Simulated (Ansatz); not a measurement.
Si2Mo:

```xyz
3
Lattice="-1.6000 1.6000 3.9305 1.6000 -1.6000 3.9305 1.6000 1.6000 -3.9305" Properties=species:S:1:pos:R:3 pbc="T T T"
Mo    0.0000    0.0000    0.0000
Si    0.0000    0.0000    5.2433
Si    0.0000    0.0000    2.6177
```

* Program: Ansatz 0.2.0
* Task: relaxation of cell and atoms
* Functional: RPBE
* Potentials or basis: Ansatz PAW
* Cutoff: 420 eV (not typed: the program's choice for these potentials)
* k mesh: 12 × 12 × 12
* Occupations: fermi-dirac, width 0.05 eV
* Spin: no spin polarisation

At the start: volume 13.42 Å³/atom.

Question: How do energy, volume and symmetry change on relaxing?

Answer: It ends after 6 steps and the volume is 13.75 Å³/atom (+2.5 %); space group I4/mmm (No. 139, to 0.05 Å).

The path:
| step | energy change (eV) | largest force (eV/Å) | volume (Å³) |
| --- | --- | --- | --- |
| 1 | 0.0000 | 0.2523 | 40.25 |
| 2 | -0.0174 | 0.1066 | 41.46 |
| 3 | -0.0190 | 0.0452 | 41.28 |
| 4 | -0.0191 | 0.0118 | 41.24 |
| 5 | -0.0191 | 0.0002 | 41.25 |
| 6 | -0.0194 | 0.0002 | 41.25 |

Final structure:
```yaml
crystal:
  lattice:
    - [-1.61535, 1.61535, 3.95258]
    - [1.61535, -1.61535, 3.95258]
    - [1.61535, 1.61535, -3.95258]
  atoms:
    - { symbol: Mo, position: [0.00000, 0.00000, 0.00000] }
    - { symbol: Si, position: [0.66493, 0.66493, 0.00000] }
    - { symbol: Si, position: [0.33507, 0.33507, 0.00000] }
```

Caveat: the plane-wave basis is chosen anew once the cell has moved, so the energies of steps on either side of that aren't comparable; the PAW data sets come from PBE, with cores solved anew for the run's functional, which leaves a small shift of forces and pressure.
